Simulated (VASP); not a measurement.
H12CO8, 21 atoms in the cell. The cell holds a amorphous, 21 atoms: a = 6.838 Å, b = 6.838 Å, c = 6.838 Å, α = 90.00°, β = 90.00°, γ = 90.00°. The cell was built by a generator and needn't be a form met in nature.

- Program: VASP 6.6.1
- Task: single point
- Functional: PBE
- Potentials or basis: VASP PAW PBE potentials, release 64 (O, H, C)
- Cutoff: 520 eV
- k mesh: 1 × 1 × 1
- Occupations: fermi-dirac, width 0.05 eV
- Spin: no spin polarisation
- Dipole correction: no
- Further INCAR settings: LREAL = Auto; ALGO = Normal; EDIFF = 1e-06; NBANDS = 48

Potentials or basis: VASP PAW PBE potentials, release 64 (O, H, C).

Launch:

```sh
$ cat potpaw_PBE.64/O/POTCAR potpaw_PBE.64/H/POTCAR potpaw_PBE.64/C/POTCAR > POTCAR
$ mpirun -np 1 vasp_gam > vasp.out
```

Hardware: 1 thread of Intel(R) Xeon(R) Platinum 8488C (Sapphire Rapids), on a shared host.

Question: Estimate the wall time of this run.

Answer: Run time: 29 s on 1 thread of Intel(R) Xeon(R) Platinum 8488C (Sapphire Rapids) (shared host), peak memory 0.35 GiB. Counts: scf iterations 17, k points 1.
